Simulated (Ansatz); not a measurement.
# ZnO (zincite): the cost of one run

Computed with Ansatz 0.2.0 (DFT PBEsol, scalar-relativistic, plane waves, PAW, unless a step's input says otherwise).

That is the level of the relaxation; later steps name their own.

1 further run of the same task is left out (set aside as unsound or not needed).

### 1 The starting structure

It takes space group P6_3mc (No. 186, hexagonal). Conventional cell: a = 3.230 Å, b = 3.230 Å, c = 5.214 Å, α = 90.00°, β = 90.00°, γ = 120.00°. Around Zn (site symmetry 3m) lie 4 O at 1.97 to 1.98 Å. O (site symmetry 3m) has 4 Zn at 1.97 to 1.98 Å as nearest neighbours.

As a file:

```cif
data_structure
_symmetry_space_group_name_H-M 'P 1'
_symmetry_Int_Tables_number 1
_cell_length_a 3.2301
_cell_length_b 3.2301
_cell_length_c 5.2141
_cell_angle_alpha 90.000
_cell_angle_beta 90.000
_cell_angle_gamma 120.000
_cell_volume 47.11
loop_
_atom_site_label
_atom_site_type_symbol
_atom_site_fract_x
_atom_site_fract_y
_atom_site_fract_z
_atom_site_occupancy
Zn1 Zn 0.33333 0.66667 0.50003 1
Zn2 Zn 0.66667 0.33333 0.00003 1
O1 O 0.66667 0.33333 0.37898 1
O2 O 0.33333 0.66667 0.87898 1
```

It is the result of an earlier relaxation at this level (volume 11.78 Å³/atom; gap on the mesh: 0.70 eV).

### 2 Band edges over the whole zone

File input.yaml:

```yaml
crystal:
  lattice:
    - [3.2300572048, 0.0, 0.0]
    - [-1.6150286024, 2.797311595, 0.0]
    - [0.0, 0.0, 5.2141142705]
  atoms:
    - { symbol: Zn, position: [0.3333333333, 0.6666666667, 0.5000326396] }
    - { symbol: Zn, position: [0.6666666667, 0.3333333333, 3.26396e-05] }
    - { symbol: O, position: [0.6666666667, 0.3333333333, 0.3789773604] }
    - { symbol: O, position: [0.3333333333, 0.6666666667, 0.8789773604] }
basis:
  ecutwfc: 420
kpoints:
  mp_grid: { grid: [9, 9, 6] }
  band_path: { path: [VBM, CBM], npoints: 2 }
hamiltonian:
  xc: pbesol
scf:
  occupations: { method: gaussian, width: 0.02 }
output:
  forces: true
  stress: true
  eigenvalues: true
```

The run is started by

```sh
$ ansatz run input.yaml --threads 2 --pin off --max-ram 5120MiB --backend cpu --events-out ev --progress --plain --runs-dir out
```

Q: Estimate wall time and peak memory on 2 threads of Intel Xeon 6975P-C (Granite Rapids), shared host.

About 3 s, with a peak of 0.42 GiB.
